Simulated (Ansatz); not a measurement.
# What LaN (model cell, started as CsCl type) distorts into, part 3 of 3

Wanted: the energy along a soft mode of LaN (model cell, started as CsCl type) and the structure at the end.

Ansatz 0.2.0; DFT PBEsol, scalar-relativistic, plane waves, PAW.

So far. Step 5 (Energy along the mode, all amplitudes (two of the runs …): The lowest of the steps tried is at 0.32 Å, 33.7 meV/atom below the parent; the bottom of the well need not coincide with a step. Step 7 (The new phase in its own primitive cell): The largest force component left is 0.13 meV/Å and the pressure is 0.000 GPa, within the tolerances set. The cell now holds 18.22 Å³/atom. The relaxed cell has a = 3.726, c = 9.093 Å (conventional setting).

The structure was built from a prototype and need not be the compound's stable phase.

## 8. Modes of the new phase, k-mesh 9×9×9, occupations fixed

A relaxed structure may still be a saddle point, so its zone-centre modes are computed. The response to a homogeneous field gives the Born charges and the dielectric tensor, and its change with displacement the Raman tensors.

The input, input.yaml:

```yaml
crystal:
  lattice:
    - [1.8629824627, 1.0755934263, 3.0310213682]
    - [-1.8629824627, 1.0755934263, 3.0310213682]
    - [0.0, -2.1511868527, 3.0310213682]
  atoms:
    - { symbol: La, position: [0.0126947623, 0.0126947623, 0.0126947623] }
    - { symbol: "N", position: [0.5404825244, 0.5404825244, 0.5404825244] }
kpoints:
  mp_grid: { grid: [9, 9, 9] }
hamiltonian:
  xc: pbesol
scf:
  occupations: { method: fixed }
output:
  eigenvalues: true
phonons:
  method: dfpt
  dielectric: true
  rigid_motions: translations
  raman: true
```

Command:

```sh
> ansatz run input.yaml --threads 4 --pin off --max-ram 7168MiB --backend cpu --events-out ev --progress --plain --runs-dir out
```

Numbers of over 12 decimals in the logs are rounded to 6 here.

What it wrote:

```text
[...]
Crystal: 2 atoms, lattice volume = 36.442 Å³
Basis set: ecut = 420 eV, 725 PW (Γ), exchange–correlation on 50×50×50 points (8 copies of the dense FFT grid, shifted against one another)
Bands: 12, of which v1, the nominal top of the filled ones, is band 8 counted from 1 (7 counted from 0)
Symmetry: 6 space group operations
k-points: 205 of 729 (irreducible under 2 space group operations, time reversal used)
[...]
SCF iter   1: F=—  HF=-6542.519176 eV  |F-HF|=—  |Δ(HF+E_count)|=         —  Δρ=1.37e-2  dr2=8.51e-2  ethr=1.77e-3  ⟨swp⟩=3.0  Hψ=10990  notcnv=0  defer=299
[...]
SCF iter   8: F=-6542.503187 eV  HF=-6542.503187 eV  |F-HF|=1.36e-11  |Δ(HF+E_count)|=  7.89e-10  Δρ=3.03e-7  dr2=1.41e-11  ethr=1.00e-12  ⟨swp⟩=8.1  Hψ=14375  notcnv=0
SCF 1 converged in 8 iterations: F = -6542.503187 eV  dr2 = 1.41e-11
[...]
NSCF: frozen V_eff on 68 k-points
DFPT response loops at Γ: preconditioner auto → none (the input reference at scf.mixing.eps_inf says where Resta's filter doesn't serve); β = 0.50; Broyden in place of MSR1
── the response to a field inside a basis, on 12×12×12 k-points: an SCF that follows is theirs, and a resumed run solves both again ──
Bands: 9, of which v1, the nominal top of the filled ones, is band 8 counted from 1 (7 counted from 0)
k-points: 182
[...]
Eigensolver: Dense (182 Hₖ)
SCF iter   1: F=—  HF=-6542.504417 eV  |F-HF|=—  |Δ(HF+E_count)|=         —  Δρ=2.64e-4  dr2=4.15e-6  ethr=1.00e-1
[...]
SCF iter   6: F=-6542.504422 eV  HF=-6542.504422 eV  |F-HF|=1.82e-12  |Δ(HF+E_count)|=  1.00e-10  Δρ=9.20e-8  dr2=1.02e-12  ethr=1.59e-12
SCF 1 converged in 6 iterations: F = -6542.504422 eV  dr2 = 1.02e-12
[...]
WARN: field response: ε∞ stands inside a basis, on 12×12×12 points; the force constants stand on the 9×9×9 k-mesh, whose period is 13.96 times the interband length at k = (0.0000, 0.4444, -0.4444), direct gap 0.800 eV, under 14: take them and everything formed from them as unconverged, and compare with a denser kpoints.mp_grid
SCF converged after 8 iterations
Free energy (F): -6542.503187 eV
[...]
Internal energy: -6542.503187 eV  (E = F + TS)
E sigma→0 (E₀):  -6542.503187 eV
Fermi energy:    11.856697 eV
[...]
--- Band table (eV; the first three rows and the last of 205) ---
  k-point 0: bands = [... 4 lower, 0.0406, 11.0334, 11.1349, 11.1349, 14.6277, 14.6277, 14.8006, 14.9019]
  k-point 1: bands = [... 4 lower, 0.4378, 10.5436, 10.9315, 11.0926, 14.1868, 14.7462, 14.8618, 15.4125]
  k-point 2: bands = [... 4 lower, 1.1160, 9.7796, 10.4695, 10.6672, 14.0716, 15.0570, 15.1010, 15.8013]
  k-point 204: bands = [... 4 lower, 1.6591, 8.9138, 9.6982, 9.9350, 14.9350, 15.3709, 15.4404, 15.9027]
--- Phonons (Γ-DFPT): 4 representative perturbations + reference, on 205 of 729 k-points (Σ response iterations 12) ---
  k mesh reduced under 2 symmetry operations, with k and −k counted as one. Each operation leaves every solved perturbation unchanged. A smaller set is not considered because the run solves the response to a homogeneous field
  ASR residual: 2.359e-4 → 0.000e0 eV/Å²; symmetrization residual: 3.351e-6 eV/Å²
  ASR residual per site (eV/Å²): 2.36e-4 4.25e-5
  Γ frequencies (cm⁻¹): 0.00 0.00 0.00 182.66 182.66 205.26
  ε∞ (high-frequency dielectric tensor):
       11.246333     0.000000     0.000000
        0.000000    11.246333     0.000000
        0.000000     0.000000     9.987300
  ε⁰ (static dielectric tensor: ions relaxed, cell fixed):
       68.065331    -0.000000    -0.000000
        0.000000    68.065331     0.000000
       -0.000000     0.000000    43.309723
  ε⁰ − ε∞ (ionic part):
       56.818998    -0.000000    -0.000000
       -0.000000    56.818998     0.000000
       -0.000000     0.000000    33.322423
  softest optical mode at Γ: 182.66 cm⁻¹; the repairs (sum rule, projections) moved no ω² at Γ by more than (1.10 cm⁻¹)²
  Born effective charges Z* (e; rows j = field, columns β = displacement):
    site 0:
         4.22667    0.00000   -0.00000
        -0.00000    4.22667    0.00000
        -0.00000    0.00000    3.63731
    site 1:
        -4.22667   -0.00000    0.00000
         0.00000   -4.22667   -0.00000
         0.00000   -0.00000   -3.63731
  Z* charge neutrality: 1.329e-3 e pre-enforcement
  solved inside a basis spanned on kpoints, on 12×12×12 k-points transformed towards the longest dipole: ε∞ is read to err by 5.2e-2, Z* by 4.0e-2 e (field_mesh: kpoints solves on kpoints); Z* is corrected for what the basis lacks
  Raman tensors (in the event stream and the table raman_tensors.tsv): an entry may err by 2.0e0 Å², one of the second-order susceptibility by 1.2e1 pm/V (basis, points and sum rule); their sum over the sites missed zero by 3.079e-4 Å² ahead of its enforcement
  optical modes at Γ without the LO–TO term, one row a degenerate level:
      ω (cm⁻¹)  modes    IR ((D/Å)²/amu)  static Raman (Å⁴/amu)  depolarisation
        182.66      2            64.7838              3342.8927           0.750
        205.26      1            23.9884              6533.4862           0.000
  optical modes at Γ + LO–TO along q̂ = [1.0000, 0.0000, 0.0000]:
      ω (cm⁻¹)  modes    IR ((D/Å)²/amu)  static Raman (Å⁴/amu)  depolarisation
        182.66      1            32.3919              1671.4464           0.750
        205.26      1            23.9884              6533.4862           0.000
        449.38      1            32.3919               329.3122           0.750
  optical modes at Γ + LO–TO along q̂ = [0.0000, 1.0000, 0.0000]:
      ω (cm⁻¹)  modes    IR ((D/Å)²/amu)  static Raman (Å⁴/amu)  depolarisation
        182.66      1            32.3919              1671.4464           0.750
        205.26      1            23.9884              6533.4862           0.000
        449.38      1            32.3919               329.3122           0.750
  optical modes at Γ + LO–TO along q̂ = [0.0000, 0.0000, 1.0000]:
      ω (cm⁻¹)  modes    IR ((D/Å)²/amu)  static Raman (Å⁴/amu)  depolarisation
        182.66      2            64.7838              3342.8927           0.750
        427.45      1            23.9884              7609.2966           0.051
```

The job ended after 2.8 min (4 threads of Arm Neoverse N1, shared host; peak memory 1.1 GiB; 11 min of CPU time).

This step gave:

```yaml
sum_rule_residual_before_enforcement: 2.36e-4 eV/Å²
miss_of_the_charge_sum_rule: 0.001329 e
estimated_error_of_the_dielectric_tensor: 0.05245
estimated_error_of_the_born_charges: 0.03973 e
point_group: 3m
highest_optical_mode_at_the_zone_centre_no_lo_to_term: 205.3 cm⁻¹
lowest_optical_zone_centre_mode: 182.7 cm⁻¹
mean_high_frequency_dielectric_constant: 10.83
largest_born_charge_third_of_the_trace: 4.030 e
mean_static_dielectric_constant: 59.81
top_of_the_zone_centre_spectrum_with_the_field: 449.4 cm⁻¹
```

Patterns of degenerate modes are one choice out of their space. The modes at Γ (shares of kinetic energy by element, %):

```csv
mode,frequency (cm⁻¹),symmetry,La %,N %
1,0.0,acoustic,91,9
2,0.0,acoustic,91,9
3,0.0,acoustic,91,9
4,182.7,E,9,91
5,182.7,E,9,91
6,205.3,A1,9,91
```

Displacements in mode 4 (182.7 cm⁻¹), the largest set to 1:
```
La1  0.00 -0.10  0.00
N2   0.00  1.00  0.00
```

Displacements in mode 6 (205.3 cm⁻¹), the largest set to 1:
```
La1  0.00  0.00 -0.10
N2   0.00  0.00  1.00
```

Optical modes at the zone centre, without and with the macroscopic field of the longitudinal modes; each column is sorted by frequency, so a row need not hold one and the same mode. Modes with and without the field, by row:

```
rank among optical modes  no field (cm⁻¹)  q along (1, 0, 0) (cm⁻¹)  q along (0, 0, 1) (cm⁻¹)
                       1            182.7                     182.7                     182.7
                       2            182.7                     205.3                     182.7
                       3            205.3                     449.4                     427.4
```

Born charge (rows field, columns displacement) (e), principal values of the symmetric part by kind of site:

```csv
atom,atoms with these values,low,middle,high,mean
La1,1,3.64,4.23,4.23,4.03
N2,1,-4.23,-4.23,-3.64,-4.03
```

In full for La1:

```
4.23 0.00 0.00
0.00 4.23 0.00
0.00 0.00 3.64
```

High-frequency dielectric tensor:

```
11.25  0.00  0.00
 0.00 11.25  0.00
 0.00  0.00  9.99
```

Static dielectric tensor (ions relaxed, fixed cell):

```
68.07  0.00  0.00
 0.00 68.07  0.00
 0.00  0.00 43.31
```

Transverse modes. Lines of the infrared spectrum (strongest = 100):

| position (cm⁻¹) | label | relative intensity |
| --- | --- | --- |
| 183 | E | 100 |
| 205 | A1 | 37 |

Activity x (w_L - w)^4 (n + 1)/w, 532 nm, 300 K; the tensors are static ones, while 532 nm light lies above the computed direct gap, where resonance would change the heights; modes without the macroscopic field alone. Lines of the Raman spectrum (strongest = 100):

| position (cm⁻¹) | label | relative intensity |
| --- | --- | --- |
| 183 | E | 62 |
| 205 | A1 | 100 |

Before it was imposed, the acoustic sum rule was missed by 2.4e-4 eV/Å² and the charge sum rule by 0.0013 e. Small misses are needed for a sound result but don't prove that mesh and cutoff are converged. The lowest optical mode is real, 183 cm⁻¹.

The log warns of the k mesh: “the force constants stand on the 9×9×9 k-mesh, whose period is 13.96 times the interband length at k = (0.0000, 0.4444, -0.4444), direct gap 0.800 eV, under 14: take them and everything formed from them as unconverged”.

## 9. Summary of results

* unstable mode of the parent: q = (0, 0, 0), 287i cm⁻¹
* depth at the lowest point sampled: 33.7 meV/atom
* largest atomic shift at that point: 0.32 Å
* space group reached (within 0.01 Å): R3m
* energy gained over the parent (first relaxation, on the mesh of the frozen mode): 516 meV/atom
* volume per atom, phase reached: 18.2 Å³
* gap on the k-mesh, phase reached: 0.775 eV
* lowest optical zone-centre mode, phase reached: 183 cm⁻¹
* highest optical mode at the zone centre (no LO-TO term), phase reached: 205 cm⁻¹

In words: Along this mode the structure falls into R3m, 516 meV/atom below the parent. At the parent's cell the well is 33.71 meV/atom deep on the steps tried, with its lowest point at a shift of 0.32 Å. Relaxing atoms and cell changes the gain by +482.18 meV/atom against the lowest step (energies at zero smearing). Most of the total comes from this relaxation. The new phase has no imaginary mode at the zone centre of its cell; other wavevectors were not checked. Of the 4 patterns followed to their end from this parent, this one reaches the lowest energy. Each path keeps the symmetry of its pattern, so a lower phase may lie along a pattern not tried. With the field response the log warns that the k mesh is coarse for the force constants too, so the frequencies may not be converged. With no gap, or one that is small against the smearing, the frequencies hang on the k mesh and the smearing, most of all near Kohn anomalies. A semilocal functional can close a gap that the real compound would have, so the metallic treatment may be an artefact of the level. Spin-orbit coupling is left out, which can matter for the heavy elements here. A phonon run warned that its eigensolver left some bands unconverged in a pass. The starting cell was built on a prototype and not taken from a measurement, so the phase need not exist.

[Logs are printed without paths, hosts, clocks, repeated set-up lines and the standing remarks that a program may print on its own settings, such as how far it seeks lower states.]

[Hosts, paths, dates, database ids (printed as entryN), source tags and the programs' standing remarks are cut or masked in the printed files.]
